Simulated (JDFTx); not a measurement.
## SnSe under changes of volume

One of the cells (27.271 Å³/atom); the others are scaled copies at fixed shape and fractional positions:

```
Sn Se
1.0
     0.00000    3.01000    3.01000
     3.01000    0.00000    3.01000
     3.01000    3.01000    0.00000
Sn Se
1 1
Direct
  0.00000 0.00000 0.00000
  0.50000 0.50000 0.50000
```

Measurements of this composition are mostly on another form, of space group No. 62.

| Item | Value |
| --- | --- |
| Program | JDFTx 1.7.0 (patched build) |
| Functional | PBEsol |
| Potentials or basis | PseudoDojo-SR-PBEsol-0.4.1-standard with smoothed tails |
| Cutoff | 1170 eV |
| Density cutoff | 9361 eV |
| k mesh | 8 × 8 × 8 |
| Occupations | fermi-dirac, width 0.05 eV |
| Spin | no spin polarisation |

```csv
volume (Å³/atom),energy over the lowest point (meV/atom),pressure (GPa),gap on the mesh (eV)
25.635,2.90,1.5,0.77
26.180,0.00,0.2,0.75
26.725,?,?,?
27.271,5.97,-1.9,0.64
27.816,14.05,-2.8,0.56
28.362,25.03,-3.6,0.48
28.907,38.65,-4.4,0.40
```

Problem. What does the run at 26.725 Å³/atom give?

Solution. Energy over the lowest point 1.17 meV/atom; pressure -0.9 GPa; gap on the mesh 0.72 eV.

Worked out: A Birch-Murnaghan fit of order 3 (a polynomial in V^(-2/3)) to the other rows has its minimum at 26.29 Å³/atom with B0 = V·E''(V) = 56 GPa and B' = 4.3. It gives 1.16 meV/atom at 26.725 Å³/atom, against the run's 1.17, and -dE/dV = -0.9 GPa, against -0.9. A parabola through the other rows of the gap, of slope -2.59 eV per unit of ln V there, gives 0.70 eV, against the run's 0.72.

Energies are extrapolated to zero smearing.

Caveats: spin-orbit coupling is left out, which moves the levels of the heavy elements.

A mesh can miss the band edges.
